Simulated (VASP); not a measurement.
Runs of VASP 6.6.1 on V3O. All rows change the cell; the cell of one of them follows. Symmetry: Pm-3m, No. 221, cubic system. Conventional cell: a = 3.692 Å, b = 3.692 Å, c = 3.692 Å, α = 90.00°, β = 90.00°, γ = 90.00°. Around V (site symmetry 4/mmm) lie 8 V at 2.61 Å and 4 O at 2.61 Å. O (site symmetry m-3m) has 12 V at 2.61 Å as nearest neighbours. The cell was built by a generator and needn't be a form met in nature.

```csv
task,spin,cell,k mesh,cutoff (eV),gap on the mesh (eV),pressure (GPa),moment (μB),relaxed volume (Å³/atom)
relaxation of cell and atoms,"collinear, typed start","relaxed from: species swapped into the NbZn3 type (Pm-3m, No. 221)",6 × 6 × 6,600,none,-0.1,0.00,(a)
relaxation of cell and atoms,off,"relaxed from: species swapped into the NbZn3 type (Pm-3m, No. 221)",12 × 12 × 12,600,none,0.0,-,11.75
single point,off,"species swapped into the NbZn3 type (Pm-3m, No. 221)",12 × 12 × 12,520,none,0.2,-,-
single point,"collinear, typed start","species swapped into the NbZn3 type (Pm-3m, No. 221)",6 × 6 × 6,520,none,-9.1,0.00,-
```

Alike in all rows: level PBE; potentials or basis VASP PAW PBE potentials, release 64 (V_sv, O); smearing gaussian 0.1 eV.

Q: Fill in the values left out.

A: (a) 11.78.

Caveats: semilocal functionals often make such compounds metallic where correlation or magnetic order opens a gap, which also shifts bond lengths; an odd number of electrons without spin polarisation forces a metal (some runs); a magnetic or distorted state may lie lower (some runs).

A gap of «none» marks a metal or a gap under the smearing width.
